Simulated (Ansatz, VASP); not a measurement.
**La in VASP and in Ansatz**

```xyz
2
Lattice="0.0000 3.3271 3.3271 3.3271 0.0000 3.3271 3.3271 3.3271 0.0000" Properties=species:S:1:pos:R:3 pbc="T T T"
La    0.8318    0.8318    0.8318
La    5.8225    5.8225    5.8225
```

Alike in both runs: task single point; functional PBEsol; k mesh 9 × 9 × 9; occupations fermi-dirac, width 0.1 eV; no spin polarisation.

|  | VASP | Ansatz |
| --- | --- | --- |
| version | VASP 6.6.1 | Ansatz 0.2.0 |
| potentials or method | VASP PAW PBE potentials, release 64 (La) | plane waves (420 eV) with PAW, scalar-relativistic |
| plane-wave cutoff (eV) | 520 | 420 |
| valence electrons in the cell | 22 | 22 |

```tsv
	VASP	Ansatz	Ansatz less VASP
pressure (GPa)	-1.8	-1.8	0.00
```

Ansatz warned: «pseudo_functional_mismatch».

Caveats: the PAW data sets were made with another functional, which shifts forces and pressure a little (VASP). Spin-orbit coupling is left out, which matters for the levels of La.
